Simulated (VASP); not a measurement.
# Te2Mo (P6_3/mmc) in VASP: notebook

One crystal, Te2Mo, is run at these levels: PBEsol, LDA; tasks: relaxation of cell and atoms.

Program: VASP 6.6.1. These are calculated values, not measurements. Logs are shortened: lines on timing, memory, paths and dates and some standing lists are left out, and cuts for length are marked.

**1. The structure**

Symmetry: P6_3/mmc, No. 194, hexagonal system. The conventional cell has a = 3.566 Å, b = 3.566 Å, c = 14.648 Å, α = 90.00°, β = 90.00°, γ = 120.00°. Te (site symmetry 3m) has 3 Mo at 2.73 Å as nearest neighbours. Mo (site symmetry -6m2) has 6 Te at 2.73 Å as nearest neighbours.

The cell is a database's computed one.

**2. Relaxation of cell and atoms, PBEsol**

The input, INCAR:

```
SYSTEM = Te2Mo
PREC = Accurate
ENCUT = 600
EDIFF = 1E-7
ISMEAR = 0
SIGMA = 0.02
LREAL = .False.
LASPH = .True.
NELM = 60
ALGO = Fast
ISIF = 3
LWAVE = .False.
LCHARG = .False.
GGA = PS
IBRION = 2
NSW = 90
EDIFFG = -0.005
```

The input, KPOINTS:

```
regular mesh
0
Gamma
  9 9 2
  0 0 0
```

The input, POSCAR:

```
Te2Mo
1.0
    3.5656545600      0.0000000000      0.0000000000
   -1.7828272800      3.0879474300      0.0000000000
    0.0000000000      0.0000000000     14.6477784100
Te Mo
4 2
Direct
    0.3333333300      0.6666666700      0.6278226900
    0.6666666700      0.3333333300      0.1278226900
    0.6666666700      0.3333333300      0.3721773100
    0.3333333300      0.6666666700      0.8721773100
    0.3333333300      0.6666666700      0.2500000000
    0.6666666700      0.3333333300      0.7500000000
```

Potentials or basis: VASP PAW PBE potentials, release 64 (Te, Mo_sv).

Launch:

```bash
cat potpaw_PBE.64/Te/POTCAR potpaw_PBE.64/Mo_sv/POTCAR > POTCAR
mpirun -np 1 vasp_std > vasp.out
```

OUTCAR:

```text
SYSTEM = Te2Mo
   PREC = Accurate
   ENCUT = 600
   EDIFF = 1E-7
   ISMEAR = 0
   LREAL = .False.
   LASPH = .True.
   NELM = 60
   ISIF = 3
   GGA = PS
   IBRION = 2
   NSW = 90
   EDIFFG = -0.005

 ion  position               nearest neighbor table
   1  0.333  0.667  0.628-   6 2.73   6 2.73   6 2.73   4 3.58
   2  0.667  0.333  0.128-   5 2.73   5 2.73   5 2.73   3 3.58
   3  0.667  0.333  0.372-   5 2.73   5 2.73   5 2.73   2 3.58
   4  0.333  0.667  0.872-   6 2.73   6 2.73   6 2.73   1 3.58
   5  0.333  0.667  0.250-   2 2.73   3 2.73   2 2.73   3 2.73   2 2.73   3 2.73
   6  0.667  0.333  0.750-   1 2.73   4 2.73   1 2.73   4 2.73   1 2.73   4 2.73

  LATTYP: Found a hexagonal cell.
 ALAT       =     3.5656545600
 C/A-ratio  =     4.1080194852

  Lattice vectors:

 A1 = (   3.5656545600,   0.0000000000,   0.0000000000)
 A2 = (  -1.7828272800,   3.0879474300,   0.0000000000)
 A3 = (   0.0000000000,   0.0000000000,  14.6477784100)

Analysis of symmetry for initial positions (statically):
=====================================================================
 Subroutine PRICEL returns:
 Original cell was already a primitive cell.

 Routine SETGRP: Setting up the symmetry group for a
 hexagonal supercell.

 Subroutine GETGRP returns: Found 24 space group operations
 (whereof 12 operations were pure point group operations)
 out of a pool of 24 trial point group operations.

The static configuration has the point symmetry D_3d.
 The point group associated with its full space group is D_6h.

Analysis of symmetry for dynamics (positions and initial velocities):
=====================================================================
 Subroutine PRICEL returns:
 Original cell was already a primitive cell.

 Routine SETGRP: Setting up the symmetry group for a
 hexagonal supercell.

 Subroutine GETGRP returns: Found 24 space group operations
 (whereof 12 operations were pure point group operations)
 out of a pool of 24 trial point group operations.

The dynamic configuration has the point symmetry D_3d.
 The point group associated with its full space group is D_6h.

 Subroutine INISYM returns: Found 24 space group operations
 (whereof 12 operations are pure point group operations),
 and found     1 'primitive' translations

----------------------------------------------------------------------------------------

                                     Primitive cell

  volume of cell :     161.2802

  direct lattice vectors                    reciprocal lattice vectors
     3.565654560  0.000000000  0.000000000     0.280453416  0.161919855  0.000000000
    -1.782827280  3.087947430  0.000000000     0.000000000  0.323839710  0.000000000
     0.000000000  0.000000000 14.647778410     0.000000000  0.000000000  0.068269738

  length of vectors
     3.565654560  3.565654560 14.647778410     0.323839710  0.323839710  0.068269738

  position of ions in fractional coordinates (direct lattice)
     0.333333330  0.666666670  0.627822690
     0.666666670  0.333333330  0.127822690
     0.666666670  0.333333330  0.372177310
     0.333333330  0.666666670  0.872177310
     0.333333330  0.666666670  0.250000000
     0.666666670  0.333333330  0.750000000

  ion indices of the primitive-cell ions
   primitive index   ion index
                 1           1
                 2           2
                 3           3
                 4           4
                 5           5
                 6           6

----------------------------------------------------------------------------------------

 KPOINTS: regular mesh

Automatic generation of k-mesh.
 Grid dimensions read from file:
 generate k-points for:    9    9    2

 Generating k-lattice:

  Cartesian coordinates                     Fractional coordinates (reciprocal lattice)
     0.031161491  0.017991095  0.000000000     0.111111111  0.000000000  0.000000000
     0.000000000  0.035982190  0.000000000     0.000000000  0.111111111  0.000000000
     0.000000000  0.000000000  0.034134869     0.000000000  0.000000000  0.500000000

  Length of vectors
     0.035982190  0.035982190  0.034134869

  Shift w.r.t. Gamma in fractional coordinates (k-lattice)
     0.000000000  0.000000000  0.000000000

 Subroutine IBZKPT returns following result:
 ===========================================

 Found     24 irreducible k-points:

 Following reciprocal coordinates:
            Coordinates               Weight
  0.000000  0.000000  0.000000      1.000000
  0.111111  0.000000  0.000000      6.000000
  0.222222 -0.000000  0.000000      6.000000
  0.333333  0.000000  0.000000      6.000000
  0.444444 -0.000000  0.000000      6.000000
  0.111111  0.111111  0.000000      6.000000
[... 16 lines left out ...]
  0.333333  0.222222  0.500000     12.000000
  0.333333  0.333333  0.500000      2.000000
   k-points           NKPTS =     24   k-points in BZ     NKDIM =     24   number of bands    NBANDS=     31
   number of dos      NEDOS =    301   number of ions     NIONS =      6
   total plane-waves  NPLWV =  94080
   dimension x,y,z NGX =    28 NGY =   28 NGZ =  120
   dimension x,y,z NGXF=    56 NGYF=   56 NGZF=  240
   ions per type =               4   2
   NGX,Y,Z   is equivalent  to a cutoff of  13.05, 13.05, 13.62 a.u.
   NGXF,Y,Z  is equivalent  to a cutoff of  26.11, 26.11, 27.24 a.u.
 SYSTEM =  Te2Mo
   PREC   = accura    normal or accurate (medium, high low for compatibility)
   ISTART =      0    job   : 0-new  1-cont  2-samecut
   ICHARG =      2    charge: 1-file 2-atom 10-const
   ISPIN  =      1    spin polarized calculation?
   LNONCOLLINEAR =      F non collinear calculations
   LSORBIT =      F    spin-orbit coupling
   LASPH  =      T    aspherical Exc in radial PAW
   ENCUT  =  600.0 eV  44.10 Ry    6.64 a.u.   7.12  7.12 29.26*2*pi/ulx,y,z
   NELM   =     60;   NELMIN=  2; NELMDL= -5     # of ELM steps
   EDIFF  = 0.1E-06   stopping-criterion for ELM
   LREAL  =      F    real-space projection
   EDIFFG = -.5E-02   stopping-criterion for IOM
   NSW    =     90    number of steps for IOM
   IBRION =      2    ionic relax: 0-MD 1-quasi-New 2-CG
   NFREE  =      1    steps in history (QN), initial steepest desc. (CG)
   ISIF   =      3    stress and relaxation
   ISYM   =      2    0-nonsym 1-usesym 2-fastsym
   POTIM  = 0.5000    time-step for ionic-motion
   TEBEG  =    0.0;   TEEND  =   0.0 temperature during run
   PSTRESS=    0.0 pullay stress
   NELECT =      52.0000    total number of electrons
   NUPDOWN=      -1.0000    fix difference up-down
   EMIN   =  10.00;   EMAX   =-10.00  energy-range for DOS
   EFERMI =   0.00;   METHOD = LEGACY
   ISMEAR =     0;   SIGMA  =   0.02  broadening in eV -4-tet -1-fermi 0-gaus
   EFERMI_NEDOS =   21; number of points for ismear=-14 and -15
   IALGO  =     68    algorithm
   IMIX   =      4    mixing-type and parameters
     AMIX     =   0.40;   BMIX     =  1.00
     AMIX_MAG =   1.60;   BMIX_MAG =  1.00
  volume/ion in A,a.u.               =      26.88       181.40
  Fermi-wavevector in a.u.,A,eV,Ry     =   1.122576  2.121360 17.145738  1.260176
  Thomas-Fermi vector in A             =   2.259237
   LORBIT       =      0    0 simple, 1 ext, 2 COOP (PROOUT), +10 PAW based schemes
   GGA     = PS    functional components
   LHFCALC =     F    Hartree Fock is set to
   AEXX    =    0.0000 exact exchange contribution
   IVDW    =     0    specifies the selected vdW correction
   LEPSILON=     F    determine dielectric tensor
   LRPA    =     F    only Hartree local field effects (RPA)
 conjugate gradient relaxation of ions
 non-spin polarized calculation
 RMM-DIIS sequential band-by-band and
 Gauss-broadening in eV      SIGMA  =   0.02
  energy-cutoff  :      600.00
  volume of cell :      161.28
 maximum number of plane-waves:      5433
   NGX = 15   NGY = 15   NGZ = 59

--------------------------------------- Ionic step        1  -------------------------------------------

 number of electron      51.9999999 magnetization

 Free energy of the ion-electron system (eV)
  ---------------------------------------------------
  ext. energy  EPLUGINS =         0.00000000
  ---------------------------------------------------
  free energy    TOTEN  =       -39.30275660 eV

  energy without entropy =      -39.30275660  energy(sigma->0) =      -39.30275660

------------------------ aborting loop because EDIFF is reached ----------------------------------------

  FORCE on cell =-STRESS in cart. coord.  units (eV):
  Direction    XX          YY          ZZ          XY          YZ          ZX
  --------------------------------------------------------------------------------------
  -------------------------------------------------------------------------------------
  Total       -3.3558131     -3.3558131     -1.6339903      0.0000000      0.0000000      0.0000000
  in kB      -33.3370699    -33.3370699    -16.2322651      0.0000000      0.0000000      0.0000000
  external PRESSURE =     -27.6354683 kB  Pullay stress =       0.0000000 kB
[... 101 lines left out ...]
  FREE ENERGIE OF THE ION-ELECTRON SYSTEM (eV)
  ---------------------------------------------------
  free  energy   TOTEN  =       -39.3517332398 eV

  energy  without entropy=      -39.3517332398  energy(sigma->0) =      -39.35173324

[... ionic steps 4 to 17 ...]

--------------------------------------- Ionic step       18  -------------------------------------------

 number of electron      51.9999997 magnetization

------------------------ aborting loop because EDIFF is reached ----------------------------------------

  FORCE on cell =-STRESS in cart. coord.  units (eV):
  Direction    XX          YY          ZZ          XY          YZ          ZX
  --------------------------------------------------------------------------------------
  -------------------------------------------------------------------------------------
  Total        0.0487734      0.0487734     -0.0303223     -0.0000000      0.0000000      0.0000000
  in kB        0.5279048      0.5279048     -0.3281966     -0.0000000      0.0000000      0.0000000
  external PRESSURE =       0.2425377 kB  Pullay stress =       0.0000000 kB
[... 65 lines left out ...]
  energy  without entropy=      -39.3983795886  energy(sigma->0) =      -39.39837959

--------------------------------------- Ionic step       20  -------------------------------------------

 number of electron      51.9999997 magnetization

 Free energy of the ion-electron system (eV)
  ---------------------------------------------------
  ext. energy  EPLUGINS =         0.00000000
  ---------------------------------------------------
  free energy    TOTEN  =       -39.39837994 eV

  energy without entropy =      -39.39837994  energy(sigma->0) =      -39.39837994

 E-fermi :   8.2217     XC(G=0): -10.6348

 val. band max:        8.1152422958   @ k =   0.0000   0.0000   0.0000
 cond. band min:       8.9024675545   @ k =   0.2222   0.2222   0.0000
 fundamental gap:      0.7872252587
 Fermi energy:         8.2217212193

 k-point     1 :       0.0000    0.0000    0.0000
  band No.  band energies     occupation
      1     -52.5528      2.00000
      2     -52.5528      2.00000
      3     -26.7645      2.00000
      4     -26.7644      2.00000
      5     -26.6144      2.00000
      6     -26.6144      2.00000
[... 838 lines left out ...]
  FREE ENERGIE OF THE ION-ELECTRON SYSTEM (eV)
  ---------------------------------------------------
  free  energy   TOTEN  =       -39.3983799428 eV

  energy  without entropy=      -39.3983799428  energy(sigma->0) =      -39.39837994

 reached required accuracy - stopping structural energy minimisation
```

Wall time 19 min (1 thread of Intel Xeon 6975P-C (Granite Rapids), shared host); peak memory 0.4 GiB.

What came out:

- Free energy: -39.3984 eV
- Relaxed volume: 24.68 Å³/atom
- Relaxed cell: a = 3.494 Å, b = 3.494 Å, c = 14.008 Å, α = 90.00°, β = 90.00°, γ = 120.00°
- Space group after relaxing (to 0.05 Å): P6_3/mmc (No. 194)
- Energy gained by relaxing: 15.9 meV/atom
- Ionic steps: 20
- Pressure after relaxing: 0.0 GPa
- Largest force after relaxing: 0.003 eV/Å
- Band gap on the k mesh: 0.79 eV, indirect (least direct gap 1.09 eV)

Forces in eV/Å, atoms in the order of the input:
```
Te   0.000  0.000  0.003
Te   0.000  0.000  0.003
Te   0.000  0.000 -0.003
Te   0.000  0.000 -0.003
Mo   0.000  0.000  0.000
Mo   0.000  0.000  0.000
```

The path:
| step | energy change (eV) | largest force (eV/Å) | pressure (GPa) | volume (Å³) |
| --- | --- | --- | --- | --- |
| 1 | 0.0000 | 0.0857 | -2.76 | 161.28 |
| 2 | 0.0184 | 0.8591 | 4.11 | 150.69 |
| 3 | -0.0490 | 0.3297 | 0.17 | 156.27 |
| 4 | -0.0679 | 0.0870 | -0.07 | 154.99 |
| 5 | -0.0680 | 0.0769 | -0.08 | 154.94 |
| 6 | -0.0701 | 0.0766 | -0.10 | 154.59 |
| 7 | -0.0763 | 0.0745 | -0.06 | 153.56 |
| 8 | -0.0867 | 0.0715 | 0.01 | 151.49 |
| 9 | -0.0947 | 0.0626 | 0.37 | 147.35 |
| 10 | -0.0933 | 0.1088 | -0.53 | 147.74 |
| 11 | -0.0952 | 0.0039 | 0.06 | 147.48 |
| 12 | -0.0954 | 0.0035 | 0.05 | 147.58 |
| 13 | -0.0955 | 0.0195 | 0.01 | 147.79 |
| 14 | -0.0956 | 0.0076 | 0.02 | 147.95 |
| 15 | -0.0956 | 0.0035 | 0.03 | 148.01 |
| 16 | -0.0956 | 0.0048 | 0.06 | 148.12 |
| 17 | -0.0956 | 0.0006 | 0.02 | 148.06 |
| 18 | -0.0956 | 0.0018 | 0.02 | 148.03 |
| 19 | -0.0956 | 0.0032 | -0.03 | 148.10 |
| 20 | -0.0956 | 0.0032 | -0.02 | 148.09 |

Final structure:
```
CELL_PARAMETERS angstrom
3.49397 0.00000 0.00000
-1.74698 3.02586 0.00000
0.00000 0.00000 14.00776
ATOMIC_POSITIONS crystal
Te 0.33333 0.66667 0.62096
Te 0.66667 0.33333 0.12096
Te 0.66667 0.33333 0.37904
Te 0.33333 0.66667 0.87904
Mo 0.33333 0.66667 0.25000
Mo 0.66667 0.33333 0.75000
```

Caveat: the PAW data sets were made with another functional, which shifts forces and pressure a little; spin-orbit coupling is left out, which moves the levels of the heavy elements; an odd mesh through Γ misses points on the zone boundary, where band edges often lie; this functional lacks dispersion, which binds the layers, so the pressure and a relaxed spacing across them are unreliable.

**3. Relaxation of cell and atoms, LDA**

INCAR: that of step 2 with these lines changed.

```diff
@@ -13,3 +13,3 @@
 LCHARG = .False.
-GGA = PS
+GGA = CA
 IBRION = 2
```

KPOINTS is that of step 2.

POSCAR is that of step 2.

Potentials or basis: VASP PAW LDA potentials, release 64 (Te, Mo_sv).

Launch:

```bash
cat potpaw_LDA.64/Te/POTCAR potpaw_LDA.64/Mo_sv/POTCAR > POTCAR
mpirun -np 1 vasp_std > vasp.out
```

Run time: 26 min. Hardware: 1 thread of Intel Xeon 6975P-C (Granite Rapids), shared host; peak memory 0.33 GiB.

It converged, with:

| Property | Result |
| --- | --- |
| Free energy | -41.2669 eV |
| Relaxed volume | 24.01 Å³/atom |
| Relaxed cell | a = 3.474 Å, b = 3.474 Å, c = 13.778 Å, α = 90.00°, β = 90.00°, γ = 120.00° |
| Space group after relaxing (to 0.05 Å) | P6_3/mmc (No. 194) |
| Energy gained by relaxing | 32.0 meV/atom |
| Ionic steps | 25 |
| Pressure after relaxing | 0.0 GPa |
| Band gap on the k mesh | 0.71 eV, indirect (least direct gap 1.10 eV) |

The path:
| step | energy change (eV) | largest force (eV/Å) | pressure (GPa) | volume (Å³) |
| --- | --- | --- | --- | --- |
| 1 | 0.0000 | 0.2648 | -4.42 | 161.28 |
| 2 | 0.1403 | 1.5766 | 8.13 | 144.58 |
| 3 | -0.1061 | 0.3963 | -0.13 | 154.35 |
| 4 | -0.1357 | 0.1656 | -0.19 | 152.57 |
| 5 | -0.1370 | 0.1089 | -0.18 | 152.12 |
| 6 | -0.1429 | 0.1333 | 0.01 | 151.28 |
| 7 | -0.1577 | 0.2060 | 0.61 | 148.78 |
| 8 | -0.1672 | 0.3538 | 2.09 | 143.83 |
| 9 | -0.1681 | 0.3473 | 2.08 | 143.76 |
| 10 | -0.1706 | 0.3286 | 2.02 | 143.55 |
| 11 | -0.1750 | 0.2915 | 1.90 | 143.13 |
| 12 | -0.1810 | 0.2160 | 1.69 | 142.29 |
| 13 | -0.1807 | 0.0607 | 1.31 | 140.61 |
| 14 | -0.1829 | 0.1393 | 1.49 | 141.42 |
| 15 | -0.1859 | 0.1092 | 1.22 | 141.85 |
| 16 | -0.1905 | 0.0377 | 0.58 | 142.90 |
| 17 | -0.1898 | 0.1036 | -0.63 | 145.00 |
| 18 | -0.1918 | 0.0253 | 0.03 | 143.84 |
| 19 | -0.1918 | 0.0221 | 0.06 | 143.79 |
| 20 | -0.1919 | 0.0185 | 0.05 | 143.81 |
| 21 | -0.1922 | 0.0085 | 0.04 | 143.89 |
| 22 | -0.1923 | 0.0118 | 0.03 | 144.05 |
| 23 | -0.1923 | 0.0051 | 0.03 | 144.00 |
| 24 | -0.1923 | 0.0059 | 0.03 | 144.00 |
| 25 | -0.1923 | 0.0017 | 0.01 | 144.03 |

Final structure:
```
Te Mo
1.0
     3.47435    0.00000    0.00000
    -1.73717    3.00887    0.00000
     0.00000    0.00000   13.77789
Te Mo
4 2
Direct
  0.33333 0.66667 0.61941
  0.66667 0.33333 0.11941
  0.66667 0.33333 0.38059
  0.33333 0.66667 0.88059
  0.33333 0.66667 0.25000
  0.66667 0.33333 0.75000
```

Levels at points of the mesh, in eV from the valence-band top:
```tsv
k point	band 22	band 23	band 24	band 25	band 26	band 27	band 28	band 29	band 30	band 31
(0.00, 0.00, 0.00)	-1.06	-1.02	-1.02	-0.25	0.00	3.00	3.00	3.15	3.15	3.23
(0.00, 0.00, 0.50)	-1.04	-1.04	-1.04	-0.07	-0.07	3.04	3.04	3.04	3.04	3.42
```

Caveat: spin-orbit coupling is left out, which moves the levels of the heavy elements; an odd mesh through Γ misses points on the zone boundary, where band edges often lie.
